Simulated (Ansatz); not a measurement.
## E(M) for Re (Fm-3m)

```xyz
1
Lattice="0.0000 1.9750 1.9750 1.9750 0.0000 1.9750 1.9750 1.9750 0.0000" Properties=species:S:1:pos:R:3 pbc="T T T"
Re    0.0000    0.0000    0.0000
```

The source of the geometry is a structure as deposited in COD; atoms and cell stay fixed.

Settings: PBE, 17×17×17 k mesh, Fermi–Dirac smearing of 0.1 eV. PAW means Ansatz 0.2.0 on its default frozen-core files; LAPW is all-electron LAPW in Ansatz 0.2.0. Site moments are integrated in spheres about the atoms, whose radii differ between the methods. Start moments of the first PAW run (μB): Re 1.5.

The total moment M of the cell is held by giving each spin its own Fermi level. Half their difference over μB is the field that would hold M, so μB·B = dF/dM. Energies count from each method's free run. The held moment starts spread evenly over Re.

The free PAW run: The moments died out: the run ends unmagnetised.

```tsv
M (μB/cell)	ΔF PAW (meV/cell)	ΔF LAPW (meV/cell)	B, PAW (T)	largest site moment, PAW (μB)	pressure, PAW (GPa)
0.00	0.0	0.0	–	0.00	-9.0
0.05	+0.9	+0.9	+622	0.04	-9.0
0.15	+8.2	–	+1930	0.12	-8.9
0.30	+33.7	+33.6	+3908	0.25	-8.4
0.50	+93.2	–	+6408	0.41	-7.3
0.80	+243.1	+242.3	+10871	0.65	-4.7
1.20	+551.9	+550.1	+15623	0.98	1.1
```

Problem. The unpolarised density of states at the Fermi level, averaged over the smearing, is 0.87 states/eV per cell. What Stoner enhancement follows from the smallest held moment?

Solution. S = M/(μB·B·N) = 0.05/(0.0360 eV × 0.87/eV) ≈ 1.6, so I·N/2 ≈ 0.37; the Stoner criterion for ferromagnetism asks for 1. On this mesh S is a rough figure.

Problem. Fit ΔF = E₀ + a₂M² + a₄M⁴ to the PAW points up to M = 0.50 μB, leaving out M = 0.30. What does the fit give, and how well does it predict the point left out?

Solution. E₀ = 0.0 meV, a₂ = +365.37 meV/μB², a₄ = +29.307 meV/μB⁴, with a worst miss of 0.0 meV. At M = 0.30 it gives +33.1 meV against the computed +33.7. Since a₂ > 0 the fit has its minimum at M = 0.

Problem. Check μB·B = dF/dM between M = 0.30 and 0.50 μB with the PAW numbers.

Solution. ΔF/ΔM = +59.4 meV / 0.20 = +297.2 meV per μB, which is +5135 T with μB = 0.05788 meV/T. The mean of the two holding fields is +5158 T. The slope equals the mean of B over the step, so the two agree where B(M) is nearly straight between its ends, and here they lie within a tenth of each other.

Separate runs put a uniform field on the spins (g = 2):

```tsv
field (T)	M PAW (μB/cell)	M LAPW (μB/cell)
200	0.016	0.016
1000	0.080	0.080
3000	0.229	0.230
```

The Ansatz runs typed with the search for lower states off end where their start leads. Spin–orbit coupling is left out although heavy atoms are present. None of this fixes the real material's magnetic order: only patterns that fit the cell were computed, at zero temperature, with a functional that can overstate moments.
